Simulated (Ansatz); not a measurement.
## Compressing Sr

The calculation used DFT PBEsol, scalar-relativistic, plane waves, PAW (Ansatz 0.2.0). (420 eV cutoff, 12×12×4 k-mesh, Gaussian smearing of 0.10 eV, no spin polarisation)

The relaxed crystal:

```xyz
3
Lattice="3.6309 -2.0975 0.0071 3.6309 2.0975 0.0071 -2.4289 0.0000 10.2781" Properties=species:S:1:pos:R:3 pbc="T T T"
Sr   -1.2144    0.0000    5.1390
Sr    1.2099    0.0000    1.7230
Sr    3.6230    0.0000    8.5691
```

Cell and atoms are relaxed at each pressure within the symmetry of the start, at zero temperature, so transitions that lower the symmetry aren't seen. The k-mesh given is that at zero pressure and may differ at others.

(1) Give the structure at -1 GPa.

## Answers

(1)
```xyz
3
Lattice="3.7407 -2.1604 0.0085 3.7407 2.1604 0.0085 -2.4987 0.0000 10.5883" Properties=species:S:1:pos:R:3 pbc="T T T"
Sr   -1.2493    0.0000    5.2942
Sr    1.2450    0.0000    1.7747
Sr    3.7376    0.0000    8.8307
```
The structure is monoclinic, space group C2/m (No. 12). Conventional cell: a = 7.481 Å, b = 4.321 Å, c = 10.879 Å, α = 90.00°, β = 103.15°, γ = 90.00°. Sr (site symmetry 2/m) is surrounded by 12 Sr at 4.31 to 4.32 Å. Sr (site symmetry m) is surrounded by 12 Sr at 4.31 to 4.34 Å.

This form isn't the element's structure at ambient conditions.